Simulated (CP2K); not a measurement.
BP in CP2K: the effect of functional

The system is BP.

```
P B
1.0
     3.20885    0.00000    0.00000
     1.60443    2.77895    0.00000
     1.60443    0.92632    2.62002
P B
1 1
Direct
  0.75000 0.75000 0.75000
  0.00000 0.00000 0.00000
```

Alike in all runs:

| Quantity | Value |
| --- | --- |
| Program | CP2K 2026.2 |
| Task | atomic charges |
| Potentials or basis | POTENTIAL_UZH P GTH-PBE-q5, B GTH-PBE-q3; TZVP-MOLOPT-PBE-GTH basis |
| Density cutoff | 9184 eV |
| k mesh | 10 × 10 × 10 |
| Occupations | fermi-dirac, width 0.05 eV |
| Spin | no spin polarisation |

```csv
functional,gap on the mesh (eV),pressure (GPa)
LDA,1.21,-1.1
WC,1.26,-1.2
vdW-DF2,1.77,5.4
PW91,1.40,0.4
r2SCAN,?,?
```

**Question.** What does the run with functional r2SCAN give?

**Answer.** gap on the mesh 1.51 eV; pressure -0.4 GPa.

Caveats: the potentials were made for another functional, which shifts forces and pressure; the basis of atomic orbitals isn't converged, which shifts pressures, moduli and gaps.

A k mesh can miss the band edges.

Runs at the PBE level aren't shown here.
